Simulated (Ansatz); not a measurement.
# Li (P2_13): comparison of functionals at one structure from a Python script

The task is a comparison of functionals at one structure, for Li (P2_13).

Program: the Python package of Ansatz 0.2.0. The levels of theory stand in the script. These are calculated values, not measurements.

### 1 Starting point

Symmetry: P2_13, No. 198, cubic system. Conventional cell: a = 4.454 Å, b = 4.454 Å, c = 4.454 Å, α = 90.00°, β = 90.00°, γ = 90.00°. Li (site symmetry 3) has 6 Li at 2.73 Å as nearest neighbours.

The script holds or builds the structure itself.

### 2 Script

File run_xc.py:

```python
# -*- coding: utf-8 -*-
import warnings

import ansatz as az
import pandas as pd


def main():
    warnings.simplefilter("ignore", az.DeckWarning)

    lattice = az.Lattice.of(
        (4.45444, 0.0, 0.0),
        (0.0, 4.45444, 0.0),
        (0.0, 0.0, 4.45444),
    )
    sites = [
        ("Li", (0.87457, 0.12543, 0.62543)),
        ("Li", (0.37457, 0.37457, 0.37457)),
        ("Li", (0.12543, 0.62543, 0.87457)),
        ("Li", (0.62543, 0.87457, 0.12543)),
    ]
    cell = az.Crystal(lattice=lattice)
    for symbol, position in sites:
        cell = cell.atom(symbol, position)

    setup = (
        cell.calculation()
        .kpoints(6)
        .occupations("Fermi-Dirac", width=0.15)
        .forces()
        .stress()
    )

    rows = []
    for value in ["revpbe", "pbesol", "pbe", "rpbe"]:
        report = setup.functional(value).run().report
        rows.append((value, report["free_energy_ev"] / len(report["lattice"]["sites"]), report["n_iterations"], sum(report["stress_gpa"][i][i] for i in range(3)) / 3, max(abs(f) for row in report["forces_ev_ang"] for f in row), report["n_kpoints"]))

    table = pd.DataFrame(rows, columns=["functional", "F/atom (eV)", "iterations", "P (GPa)", "max force (eV/A)", "k-points"])
    print(table.round(5).to_string(index=False))


if __name__ == "__main__":
    main()
```

### 3 The input behind the calls

The engine receives this input (first run):

```yaml
crystal:
  lattice:
    - [4.45444, 0.0, 0.0]
    - [0.0, 4.45444, 0.0]
    - [0.0, 0.0, 4.45444]
  atoms:
    - { symbol: Li, position: [0.87457, 0.12543, 0.62543] }
    - { symbol: Li, position: [0.37457, 0.37457, 0.37457] }
    - { symbol: Li, position: [0.12543, 0.62543, 0.87457] }
    - { symbol: Li, position: [0.62543, 0.87457, 0.12543] }
kpoints:
  mp_grid:
    grid: [6, 6, 6]
hamiltonian:
  xc: revpbe
scf:
  occupations:
    method: fermi_dirac
    width: 0.15
output:
  forces: true
  stress: true
```

### 4 Running it

Launch:

```bash
> python run_xc.py
```

**Question.** Which functional puts this cell under the lowest pressure, and which under the highest?

As calculated:

| quantity | value |
| --- | --- |
| runs compared | 4 |
| pressure at this cell | 0.1 (pbesol) to 0.6 GPa (revpbe) |

**Reading.** From lowest to highest: PBEsol (0.1 GPa), PBE (0.1 GPa), RPBE (0.6 GPa) and revPBE (0.6 GPa). At a fixed cell a lower pressure usually means a smaller equilibrium volume, so PBEsol prefers the smallest cell and revPBE the largest. Notes:
- For a metal this k-point mesh is coarse: on a finer one energies can move by several to tens of meV an atom and pressures by half a GPa or more, differences at one mesh by less.
- Within a few hundredths of an angstrom the cell has the higher group P4_132; the lower one is a small distortion.
- A Fermi-Dirac width this large means warm electrons, whose thermal share enters the free energy.
- Pressure is positive in compression.
- This isn't the structure that Li takes at ambient conditions.
- Total energies of different functionals can't be compared; pressures, moments and gaps at this one structure can. Whether this is the phase that is stable at ambient conditions was not tested.
